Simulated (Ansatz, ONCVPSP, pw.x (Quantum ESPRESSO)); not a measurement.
# pw.x on fcc Co: one setting changed

Potential: optimised norm-conserving Vanderbilt (ONCV), ONCVPSP 4.0.1.1 (patched build), PBE; core [Ne], reference 3s2 3p6 3d7 4s2; waves: 3s+4s: rc 1.55 bohr, ncon 3, nbas 7, qcut 7.2 1/bohr, 2 projectors; 3p: rc 1.30 bohr, ncon 4, nbas 8, qcut 9.2 1/bohr, 1 projector; 3d: rc 1.35 bohr, ncon 4, nbas 9, qcut 11.3 1/bohr, 1 projector; local part: polynomial inside 1.15 bohr (lpopt 5, dvloc0 3 Ha); core correction: Teter function, fcfact 4.5, rcfact 1.15.

The reference run (k-mesh 16³, cutoffs 135/540 Ry, Fermi–Dirac 0.01 Ry, mixing_beta 0.4, conv_thr 1e-9, no spin) gives 2.59 GPa at 10.382 Å³/atom, where all-electron LAPW gives -0.50 GPa. This run, with its own iteration cap, changes mixing_mode to local-TF.

```
&control
  calculation='scf', prefix='x', pseudo_dir='./', outdir='./tmp', tstress=.true., disk_io='none'
/
&system
  ibrav=0, nat=1, ntyp=1, ecutwfc=135, ecutrho=540, nbnd=17,
  occupations='smearing', smearing='fd', degauss=0.01
/
&electrons
  conv_thr=1e-09, mixing_beta=0.4, electron_maxstep=50, mixing_mode='local-TF'
/
ATOMIC_SPECIES
Co 1.0 Co.UPF
CELL_PARAMETERS angstrom
  0.00000000 1.73147813 1.73147813
  1.73147813 0.00000000 1.73147813
  1.73147813 1.73147813 0.00000000
ATOMIC_POSITIONS crystal
Co 0.0000 0.0000 0.0000
K_POINTS automatic
16 16 16 0 0 0
```

```bash
pw.x < Co.scf.in > Co.scf.out
```

How does the run end?

It converges in 8 iterations; the free energy moves by +0.0 meV/atom and the pressure by -0.01 GPa. The result is that of the reference run.

```
Message from routine setup:
     using ibrav=0 with symmetry is DISCOURAGED, use correct ibrav instead
     lattice parameter (alat)  =       4.6273  a.u.
     unit-cell volume          =      70.0612 (a.u.)^3
     number of electrons       =        17.00
     number of Kohn-Sham states=           17
     kinetic-energy cutoff     =     135.0000  Ry
     charge density cutoff     =     540.0000  Ry
     scf convergence threshold =      1.0E-09
     Exchange-correlation= PBE
     number of k points=   145  Fermi-Dirac smearing, width (Ry)=  0.0100
     iteration #  1     ecut=   135.00 Ry     beta= 0.40
     total energy              =    -293.37574785 Ry
     estimated scf accuracy    <       0.01187728 Ry
     iteration #  2     ecut=   135.00 Ry     beta= 0.40
     total energy              =    -293.37628569 Ry
     estimated scf accuracy    <       0.00140104 Ry
     iteration #  3     ecut=   135.00 Ry     beta= 0.40
     total energy              =    -293.37643628 Ry
     estimated scf accuracy    <       0.00012179 Ry
     iteration #  4     ecut=   135.00 Ry     beta= 0.40
     total energy              =    -293.37643946 Ry
     estimated scf accuracy    <       0.00000311 Ry
     iteration #  5     ecut=   135.00 Ry     beta= 0.40
     total energy              =    -293.37643982 Ry
     estimated scf accuracy    <       0.00000074 Ry
     iteration #  6     ecut=   135.00 Ry     beta= 0.40
     total energy              =    -293.37643988 Ry
     estimated scf accuracy    <          3.7E-09 Ry
     iteration #  7     ecut=   135.00 Ry     beta= 0.40
     total energy              =    -293.37643988 Ry
     estimated scf accuracy    <          2.6E-09 Ry
     iteration #  8     ecut=   135.00 Ry     beta= 0.40
     the Fermi energy is    19.7819 ev
!    total energy              =    -293.37643988 Ry
     estimated scf accuracy    <          3.0E-10 Ry
     smearing contrib. (-TS)   =      -0.01014778 Ry
     The total energy is F=E-TS. E is the sum of the following terms:
     one-electron contribution =    -134.49665626 Ry
     hartree contribution      =      78.71814156 Ry
     xc contribution           =     -35.10958969 Ry
     ewald contribution        =    -202.47818771 Ry
     convergence has been achieved in   8 iterations
          total   stress  (Ry/bohr**3)                   (kbar)     P=       25.81
     Message from routine punch:
     Nothing written, as per user request (disk_io='none')
```

The run took about 20 s on one core of a shared host (AMD EPYC 9R45 96-Core Processor, 96 threads, 376 GiB, load 33).
